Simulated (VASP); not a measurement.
## The (1 0 0) face of Sc3In in VASP

Wanted: how the (1 0 0) face of Sc3In relaxes, and what it costs to take an electron out. The start is a computed cell from the Materials Project.

Method: PBE; plane waves and PAW (Sc_sv, In), in VASP 6.6.1.

This is a report of a sequence of runs, with most program output left out.

## 1. Set-up

The cell holds 14 atoms: 11 Sc and 3 In. Cell: a = 4.530 Å, b = 4.530 Å, c = 28.591 Å, α = 90.0°, β = 90.0°, γ = 90.0°. It derives from Sc3In. The (1 0 0) slab of Sc3In, cut from the database cell. Vacuum lies along c.

## 2. Relaxing the slab

The free atoms relax, while those held by selective dynamics keep their cut positions.

The input, INCAR:

```
SYSTEM = Sc11In3
PREC = Normal
ENCUT = 300
EDIFF = 1E-05
NELM = 120
ISMEAR = 0
SIGMA = 0.05
LREAL = Auto
ALGO = Fast
GGA = PE
NBANDS = 80
LORBIT = 11
LWAVE = .FALSE.
LCHARG = .FALSE.
KPAR = 2
NCORE = 2
IBRION = 2
NSW = 40
ISIF = 2
EDIFFG = -0.03
POTIM = 0.4
MAXMIX = 40
IDIPOL = 3
LDIPOL = .TRUE.
DIPOL = 0.5 0.5 0.5
```

The input, POSCAR:

```
Sc11In3
1.0
    4.5304088233      0.0000000000      0.0000000000
    0.0000000000      4.5304088233      0.0000000000
    0.0000000000      0.0000000000     28.5912264699
Sc In
11 3
Selective dynamics
Direct
    0.5000000000      0.0000000000      0.2623182300  F F F
    0.0000000000      0.5000000000      0.2623182300  F F F
    0.5000000000      0.5000000000      0.3415454900  F F F
    0.5000000000      0.0000000000      0.4207727400  F F F
    0.0000000000      0.5000000000      0.4207727400  F F F
    0.5000000000      0.5000000000      0.5000000000  T T T
    0.5000000000      0.0000000000      0.5792272600  T T T
    0.0000000000      0.5000000000      0.5792272600  T T T
    0.5000000000      0.5000000000      0.6584545100  T T T
    0.5000000000      0.0000000000      0.7376817700  T T T
    0.0000000000      0.5000000000      0.7376817700  T T T
    0.0000000000      0.0000000000      0.3415454900  F F F
    0.0000000000      0.0000000000      0.5000000000  T T T
    0.0000000000      0.0000000000      0.6584545100  T T T
```

The input, KPOINTS:

```
Automatic mesh
0
Gamma
4 4 1
0 0 0
```

Potentials, in the order of the species: Sc_sv and In (PBE family, release 64).

The run is started by

```bash
$ mpirun -np 4 vasp_std
```

The job ended after 41 s (4 MPI ranks of Intel Xeon 6975P-C (Granite Rapids), shared host; peak memory 0.77 GiB; 2.7 min of CPU time).

The data set In keeps the semicore shell frozen, which is cheaper and a little less accurate. The run keeps the 8 symmetry operations of its start, so it cannot find a distortion of lower symmetry.

Step by step:

```
step  energy less that of the first step (eV)  largest force (eV/Å)
   1                                   0.0000                0.2022
   2                                  -0.0029                0.1373
   3                                  -0.0063                0.0318
   4                                  -0.0064                0.0293
```

The atoms that moved most (Å):

```
atom     dx     dy      dz  length
 Sc9  0.000  0.000   0.027   0.027
In14  0.000  0.000   0.020   0.020
Sc10  0.000  0.000  -0.014   0.014
Sc11  0.000  0.000  -0.014   0.014
 Sc7  0.000  0.000  -0.008   0.008
 Sc8  0.000  0.000  -0.008   0.008
```

The relaxed structure:

```xyz
14
Lattice="4.5304 0.0000 0.0000 0.0000 4.5304 0.0000 0.0000 0.0000 28.5912" Properties=species:S:1:pos:R:3
Sc    2.2652    0.0000    7.5000
Sc    0.0000    2.2652    7.5000
Sc    2.2652    2.2652    9.7652
Sc    2.2652    0.0000   12.0304
Sc    0.0000    2.2652   12.0304
Sc    2.2652    2.2652   14.2956
Sc    2.2652    0.0000   16.5524
Sc    0.0000    2.2652   16.5524
Sc    2.2652    2.2652   18.8533
Sc    2.2652    0.0000   21.0777
Sc    0.0000    2.2652   21.0777
In    0.0000    0.0000    9.7652
In    0.0000    0.0000   14.2956
In    0.0000    0.0000   18.8456
```

This step gave:

```yaml
electronic_cycles: 51
electrons: 130
free_energy_toten: -75.9504 eV
energy_at_zero_smearing: -75.9176 eV
fermi_energy: 1.134 eV
labelled_metallic_from_the_levels_on_this_mesh: yes
dipole_moment: 0, 0, -2.66e-4 e·Å
```

The run ended after 4 ionic steps, 0.006 eV below its first step, once the forces on the free atoms met EDIFFG = -0.03.

Only the dipole across the slab is computed (IDIPOL = 3); zeros along the plane are no results.

## 3. Vacuum level and density of states

A static run writes the electrostatic potential without exchange and correlation (LVHAR), which is flat in the vacuum and gives the level to count from. The dipole correction cancels the field that unlike faces would set up across the vacuum.

The input, INCAR:

```
SYSTEM = Sc11In3
PREC = Normal
ENCUT = 300
EDIFF = 1E-06
NELM = 120
ISMEAR = 0
SIGMA = 0.05
LREAL = Auto
ALGO = Fast
GGA = PE
NBANDS = 98
LORBIT = 11
LWAVE = .TRUE.
LCHARG = .TRUE.
IDIPOL = 3
LDIPOL = .TRUE.
DIPOL = 0.5 0.5 0.5
LVHAR = .TRUE.
LVACPOTAV = .TRUE.
LELF = .TRUE.
NEDOS = 1500
```

The input, POSCAR:

```
Sc11In3
1.0
    4.5304088233      0.0000000000      0.0000000000
    0.0000000000      4.5304088233      0.0000000000
    0.0000000000      0.0000000000     28.5912264699
Sc In
11 3
Direct
    0.5000000000      0.0000000000      0.2623182300
    0.0000000000      0.5000000000      0.2623182300
    0.5000000000      0.5000000000      0.3415454900
    0.5000000000      0.0000000000      0.4207727400
    0.0000000000      0.5000000000      0.4207727400
    0.5000000000      0.5000000000      0.5000003225
    0.5000000000      0.0000000000      0.5789332918
    0.0000000000      0.5000000000      0.5789332918
    0.5000000000      0.5000000000      0.6594083488
    0.5000000000      0.0000000000      0.7372081411
    0.0000000000      0.5000000000      0.7372081411
    0.0000000000      0.0000000000      0.3415454900
    0.0000000000      0.0000000000      0.5000006999
    0.0000000000      0.0000000000      0.6591401595
```

KPOINTS is that of step 2.

The run is started by

```bash
$ mpirun -np 4 vasp_std
```

Run time: 35 s. Hardware: 4 MPI ranks; peak memory 0.65 GiB; 2.3 min of CPU time.

The DOS at the Fermi level is high for the number of transition-metal atoms. It is one value on this mesh and may be a narrow spike; if it stands, a magnetic instability is possible, which a run without spin can't show.

This step gave:

- electronic cycles: 35
- energy at zero smearing: -75.9177 eV
- DOS at the Fermi level: 43.78 states/eV/cell
- dipole moment: 0, 0, -3.18e-4 e·Å
- vacuum levels: 4.506, 4.508 eV
- work functions of the upper and lower face: 3.372, 3.374 eV

The density of states has structure finer than the step of the table below, so its rows give means over 1 eV, whole bins alone (the curve runs from -12.0 to 6.39 eV). Peaks (eV: height): total 0.0: 51.1, 1.8: 43.0, 2.3: 36.5, 2.6: 43.4; Sc s -3.5: 1.59, -2.7: 2.36, -2.6: 1.68, -2.0: 1.31; Sc p -1.1: 1.44, 0.0: 2.14, 0.2: 1.48, 0.7: 1.05; Sc d 0.0: 29.7, 0.2: 18.2, 1.8: 31.5, 2.5: 35.0; In s -6.2: 3.55, -5.9: 5.30, -5.6: 6.72, -5.3: 3.42.

Means over bins of 0.079 eV. The density of states by energy, zero at the Fermi level; means over each step; values in states/eV/cell:

```
energy (eV)  total    Sc s     Sc p     Sc d     In s     In p
         -8      0       0        0        0        0        0
         -7  0.743  0.0929   0.0105  0.00533    0.351  0.00627
         -6   3.56   0.245    0.127   0.0736     1.93   0.0362
         -5   1.69  0.0224   0.0603    0.116     1.07  0.00394
         -4   1.21   0.251   0.0433   0.0458  0.00163    0.233
         -3   5.72   0.901    0.250    0.567    0.252    0.904
         -2   6.56   0.625    0.348     1.19   0.0892     1.36
         -1   13.1   0.453    0.702     4.53  0.00903     1.97
          0   24.2   0.426    0.912     13.2   0.0157    0.495
          1   17.8   0.126    0.546     11.8   0.0178    0.340
          2   27.5   0.261    0.561     20.5   0.0402    0.167
          3   9.74  0.0605    0.196     7.74   0.0310   0.0411
          4  0.125  0.0154  0.00226   0.0564   0.0211   5.3e-4
          5      0       0        0        0        0        0
```

The planar average of the electrostatic potential oscillates, so the rows of the table below give means over windows of 2.27 Å about each position, cut where the curve ends. Its maxima inside the range that stand out by 2 % of the span (Å: eV): 8.6: -0.926, 10.9: -1.17, 13.2: -1.17, 15.4: -1.20, 17.7: -0.97, 20.0: -1.16. Its minima: 7.5: -7.45, 9.8: -8.14, 12.0: -7.36, 14.3: -8.20, 16.6: -7.37, 18.8: -8.14, 21.1: -7.42.

Zero at the Fermi level. The planar average of the electrostatic potential by height; means over each step:

height (Å), planar average of the electrostatic potential (eV) and a bar from the least value:
```
     1.14       3.38 ##############################
     3.41       3.36 ##############################
     5.68       1.69 ########################
     7.95      -4.35 ##
    10.22      -4.83 
    12.49      -4.39 ##
    14.76      -4.89 
    17.03      -4.31 ##
    19.30      -4.84 
    21.57      -3.56 #####
    23.84       3.09 #############################
    26.11       3.37 ##############################
    28.38       3.37 ##############################
```

Density of states in the PAW spheres, an atom over height of the layer and energy from the Fermi level.

Ten even steps from '0' (0.00 states/eV) to '9' (1.86 states/eV), each cell a mean:
```
92737149
95757189
42323134
23333432
23343322
12111211
12121311
01010200
01121210
01000100
00000100
00000000
00000000
00000000
01010200
02020500
02010300
01010200
00000100
00000000
00000000
00000000
```
Columns: height of the layer (Å) from 7.5 to 21.1 (not evenly spaced); rows upwards: energy from the Fermi level (eV) from -7.9 to 0.5.

Force by atom:

```
atom  x (eV/Å)  y (eV/Å)  z (eV/Å)   size
 Sc1     0.000     0.000     0.102  0.102
 Sc2     0.000     0.000     0.102  0.102
 Sc3     0.000     0.000    -0.208  0.208
 Sc4     0.000     0.000     0.062  0.062
 Sc5     0.000     0.000     0.062  0.062
 Sc6     0.000     0.000    -0.023  0.023
 Sc7     0.000     0.000     0.021  0.021
 Sc8     0.000     0.000     0.021  0.021
 Sc9     0.000     0.000    -0.001  0.001
Sc10     0.000     0.000    -0.011  0.011
Sc11     0.000     0.000    -0.011  0.011
In12     0.000     0.000    -0.145  0.145
In13     0.000     0.000    -0.001  0.001
In14     0.000     0.000     0.030  0.030
```

Valence density in the ca plane at fractional y = 0.000, with atoms of Sc and In within 0.2 Å of it. It is the smooth field of the valence electrons, not physical close to the nuclei.

Ten steps, logarithmic in the rise over the least value, from '0' (-0.1 e/Å³) to '9' (9.1 e/Å³), each cell a mean:
```
11111111111112222222220122222222221122222222
11111111111112222222222222222222222222222222
11111111111112222222222222222222222222222222
11111111111112345432222222245542222222234543
11111111111112578753222222368863222222357875
11111111111113699963222222489974222222369986
11111111111112689863222222479974222222368985
11111111111112467642222222357653222222246764
11111111111112233322222222233332222222223332
11111111111112222222222222222222222222222222
11111111111112222222221222222222222122222222
11111111111112222222210022222222220012222222
```
Columns run along c (16.0 Å, from fractional 0.06 to 0.62 of the cell), rows up along a (4.5 Å). Atoms in or near the plane, at fractional coordinates: Sc at (0.26, 0.50), Sc at (0.42, 0.50), Sc at (0.58, 0.50), In at (0.34, 0.00), In at (0.50, 0.00).

ELF in the ca plane at fractional y = 0.000, with atoms of Sc and In within 0.2 Å of it. It is the smooth field of the valence electrons, not physical close to the nuclei.

Ten even steps from '0' (0.00) to '9' (0.85), each cell a mean:
```
00001001357899986567877788765567887788865567
00001001246898753357888888643357888888753346
00000000124664311136888887311125788887521113
00000000012211255412577763135421477764124531
00000012000001589841356641379861256652168973
00000000100002799961145520589982135531289985
00000000000001699951255531489972145541279984
00011210011111367622467652257641367763146752
00003000123442122124788875212113678876311212
00014000236787532247888888532246888888642235
00001001257899875567887888754467887788765457
00000101357999986567876788765568876678865567
```
Columns run along c (16.0 Å, from fractional 0.06 to 0.62 of the cell), rows up along a (4.5 Å). Atoms in or near the plane, at fractional coordinates: Sc at (0.26, 0.50), Sc at (0.42, 0.50), Sc at (0.58, 0.50), In at (0.34, 0.00), In at (0.50, 0.00).

Electrostatic potential energy in the ca plane at fractional y = 0.000, with atoms of Sc and In within 0.2 Å of it. With pseudopotentials it is smooth inside the atoms' cores, unlike the true potential.

Values in eV, 7 rows by 16 columns, each cell a mean:
```
  5   5   5   5   5   4   3 -17 -27  -4   3  -2 -27 -19   3   3
  5   5   5   4   3  -2  -2  -3  -9   0  -4   0  -8  -4  -2  -2
  5   5   4   4   0 -17 -17   1   3  -5 -22  -7   3   2 -15 -18
  5   4   4   4  -1 -23 -23   0   4  -9 -29 -11   4   1 -22 -24
  5   5   4   4   1 -12 -12   1   2  -3 -16  -4   2   1 -11 -13
  5   5   5   5   4   1   1  -7 -16  -1   0   0 -15  -8   1   1
  5   5   5   5   5   5   4 -19 -29  -5   4  -3 -29 -21   3   4
```
Columns run along c (16.0 Å, from fractional 0.06 to 0.62 of the cell; values clipped at the 3rd and 97th percentile), rows up along a (4.5 Å). Atoms in or near the plane, at fractional coordinates: Sc at (0.26, 0.50), Sc at (0.42, 0.50), Sc at (0.58, 0.50), In at (0.34, 0.00), In at (0.50, 0.00).

The density of states holds every band computed, so its fall toward the upper end of the range is no gap.

The map of layer states is cut here 0.5 eV above the Fermi level, so it leaves out the states above that.

The vacuum level lies 3.37 eV above the Fermi level at the upper face; both faces agree, as the slab has next to no dipole.

The program found no field-free point at its default tolerance, and its printed vacuum level lies off the flat part of the planar average, by -0.02 eV at the upper face; the levels here are read from the flat part.

On this mesh the fine structure of the density of states is sampling noise, and high empty states may be cut by the number of bands.

## 4. Tunnelling image, filled states within 1 eV

A partial density over this window, at constant height above the top atom, is the Tersoff-Hamann picture of a tunnelling image.

The input, INCAR:

```
SYSTEM = Sc11In3
PREC = Normal
ENCUT = 300
EDIFF = 1E-05
NELM = 120
ISMEAR = 0
SIGMA = 0.05
LREAL = Auto
ALGO = Fast
GGA = PE
NBANDS = 100
LWAVE = .FALSE.
LCHARG = .FALSE.
ISTART = 1
LPARD = .TRUE.
NBMOD = -3
EINT = -1 0
LSEPB = .FALSE.
LSEPK = .FALSE.
```

POSCAR is that of step 3.

KPOINTS is that of step 3.

The run starts from files that an earlier step left in the folder.

The run is started by

```bash
$ mpirun -np 4 vasp_std
```

Elapsed: 1.6 s, on 4 MPI ranks; 4 s of CPU time.

Local density of states in the window along a and b. Constant height, 2.5 Å above the top atom.

Ten even steps from '0' (2.01 × 1e-3 e/Å³) to '9' (5.68 × 1e-3 e/Å³), each cell a mean:
```
999988765432211111233556788999
999887765432111111233456788999
988887665432111111223456778888
888776654332111111223445667788
777665544322110011122344566677
555554433221110001112233445555
444443332211100000111223334444
333332221110000000011122223333
222221111100000000000111112222
111111110000000000000001111111
111111000000000000000000011111
111111100000000000000000111111
111111111000000000000111111111
222222211110000000001111222222
443333322111000000011222333334
555544333221100000112233444555
666655443322110001122334555666
777766554322111011123345566777
888877655432111111223455677888
999887765432111111223456778899
999988765432211111233556788999
999988765432211111234556788999
```
Columns: along a (fractional) from 0 to 0.975; rows upwards: along b (fractional) from 0 to 0.975.

Partial charge density in the ca plane at fractional y = 0.000, with atoms of Sc and In within 0.2 Å of it. It is the smooth field of the valence electrons, not physical close to the nuclei.

Ten steps, logarithmic in the rise over the least value, from '0' (-0.03 Å⁻³) to '9' (0.49 Å⁻³), each cell a mean:
```
44444444444555555555542345555545543244545555
44444444444455665555554455555555554445555555
44444444444455665555555555555555555555555555
44444444444455666665555555555555555555555555
44444444444445688865555555568865544445567876
44444444444444699865544455579975444444568985
44444444444444689865555555578875544444568986
44444444444455677765555555566665555455566665
44444444444455666555555555555555555555555555
44444444444455665555555555555555555455555555
44444444444455655555543445555555544345555555
44444444444555555555530245555544442134544555
```
Columns run along c (16.0 Å, from fractional 0.06 to 0.62 of the cell), rows up along a (4.5 Å). Atoms in or near the plane, at fractional coordinates: Sc at (0.26, 0.50), Sc at (0.42, 0.50), Sc at (0.58, 0.50), In at (0.34, 0.00), In at (0.50, 0.00).

Shared out to the nearest atoms, the partial charge density (by size) has 88 % on Sc; its largest share on one atom is 10 % (Sc11), and it takes 10 of the 14 atoms to pass 80 %.

Between its 5th and 95th percentile the partial density varies by a factor of 2.5, which sets the contrast of the image.

## 5. Putting the energies together

This step: slab, PBE; plane waves and PAW (VASP 6.6.1).

No new run; the numbers come from the runs before.

## 6. Summary of results

```yaml
work_function_of_the_slab: 3.37 eV
```

The work function is 3.37 eV at both faces. The slab's composition differs from the bulk's (Sc3In). The atom that ends on top (Sc) moved inwards by 0.01 Å. The cell in the plane was kept as given and was not relaxed here.

[Lines on the potential files, build, host, timing and source positions are cut from VASP's logs without a mark.]

[Logs are printed without paths, hosts, clocks, repeated set-up lines and the standing remarks that a program may print on its own settings, such as how far it seeks lower states.]

[Hosts, paths, dates, database ids (printed as entryN), source tags and the programs' standing remarks are cut or masked in the printed files.]

[In band tables of VASP the shares of atoms and orbitals are scaled to a sum of 1 inside the atoms' spheres.]

[Runs that stopped without an error message from VASP are left out.]
